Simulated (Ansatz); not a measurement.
Crystal: N.

```
CELL_PARAMETERS angstrom
2.48542 0.00000 0.00000
-1.24271 2.15244 0.00000
0.00000 0.00000 2.41294
ATOMIC_POSITIONS crystal
N 0.33333 0.66667 0.75000
N 0.66667 0.33333 0.25000
```

The real solid is made of molecules; this cell is a model form.

The cell isn't the ideal one: volume scaled by 0.96.

| Quantity | Value |
| --- | --- |
| Program | Ansatz 0.2.0 |
| Task | relaxation of cell and atoms |
| Functional | revPBE |
| Potentials or basis | JTH PAW LDA |
| Cutoff | 1350 eV |
| Density cutoff | 6750 eV |
| k mesh | 12 × 12 × 11 |
| Occupations | methfessel-paxton, width 0.025 eV |
| Spin | collinear spin, antiferromagnetic start |
| Starting moments | [0.5, -0.5] μB |

At the start: volume 6.45 Å³/atom.

Question: Where does the relaxation end?

Answer: It ends after 9 steps and the volume is 7.25 Å³/atom (+12.3 %); space group P6_3/mmc (No. 194, to 0.05 Å); moment 0.00 μB per cell.

Step by step:
| step | energy change (eV) | largest force (eV/Å) | volume (Å³) |
| --- | --- | --- | --- |
| 1 | 0.0000 | 0.0000 | 12.91 |
| 2 | -0.0741 | 0.0000 | 13.65 |
| 3 | -0.1063 | 0.0000 | 14.29 |
| 4 | -0.1076 | 0.0000 | 14.45 |
| 5 | -0.1076 | 0.0000 | 14.49 |
| 6 | -0.1076 | 0.0000 | 14.49 |
| 7 | -0.1091 | 0.0000 | 14.49 |
| 8 | -0.1091 | 0.0000 | 14.50 |
| 9 | -0.1091 | 0.0000 | 14.50 |

Final structure:
```
N
1.0
     2.60504    0.00000    0.00000
    -1.30252    2.25603    0.00000
     0.00000    0.00000    2.46762
N
2
Direct
  0.33333 0.66667 0.75000
  0.66667 0.33333 0.25000
```

Caveat: the plane-wave basis is chosen anew once the cell has moved, so the energies of steps on either side of that aren't comparable; the starting moments weren't kept.
